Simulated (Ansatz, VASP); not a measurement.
Given: the input of a run of Ansatz 0.2.0 on WS.

File input.yaml:

```yaml
crystal:
  lattice:
    - [3.4901806322, 0.0, 0.0]
    - [0.0, 3.4901806322, 0.0]
    - [0.0, 0.0, 3.4901806322]
  atoms:
    - { symbol: W, position: [0.5, 0.5, 0.5] }
    - { symbol: S, position: [0.0, 0.0, 0.0] }
kpoints:
  mp_grid: { grid: [8, 8, 8] }
scf:
  occupations: { method: fermi_dirac, width: 0.05 }
hamiltonian:
  xc: pbe
  pseudopotentials: { kind: all_electron, lapw: { basis_error: 0.0005 } }
output:
  forces: true
  stress: true
  eigenvalues: true
```

Potentials or basis: all-electron LAPW, scalar-relativistic.

Command:

```sh
$ ansatz run input.yaml --threads 1 --pin off --max-ram 3072MiB --backend cpu --events-out ev --progress --plain --runs-dir out
```

Question: Set up the same calculation for VASP 6.6.1. Potentials there: VASP PAW PBE potentials, release 64 (W_sv, S).

Answer: As run (the cutoff follows the program's own potentials):

The input INCAR:

```
SYSTEM = WS
  PREC = Accurate
  ENCUT = 520
  EDIFF = 1E-6
  ISMEAR = -1
  SIGMA = 0.05
  LREAL = .FALSE.
  LASPH = .TRUE.
  NELM = 100
  ALGO = Normal
  ISIF = 2
  LWAVE = .FALSE.
  LCHARG = .FALSE.
  GGA = PE
  NBANDS = 17
```

The input KPOINTS:

```
Automatic mesh
0
G
  8 8 8
  0 0 0
```

File POSCAR:

```
WS
1.0
    3.4901806322      0.0000000000      0.0000000000
    0.0000000000      3.4901806322      0.0000000000
    0.0000000000      0.0000000000      3.4901806322
W S
1 1
Direct
    0.5000000000      0.5000000000      0.5000000000
    0.0000000000      0.0000000000      0.0000000000
```

Potentials or basis: VASP PAW PBE potentials, release 64 (W_sv, S).

Command:

```sh
$ cat potpaw_PBE.64/W_sv/POTCAR potpaw_PBE.64/S/POTCAR > POTCAR
$ mpirun -np 1 vasp_std > vasp.out
```

Both were run:

|  | VASP | Ansatz | Ansatz less VASP |
| --- | --- | --- | --- |
| gap on the k mesh at the Fermi level (eV) | none | none | - |
| pressure (GPa) | -35.1 | -35.1 | -0.01 |

A gap of «none» marks a metal or a gap that the smearing closes. Ansatz ran all-electron here, so the differences hold the error of VASP's frozen core and of both bases.

Caveats: the cell as given lies far from equilibrium (VASP); so large a pressure means that the cell lies far from this level's equilibrium, or that cutoff or potentials fall short (VASP). Spin-orbit coupling is left out, which matters for the levels of W.
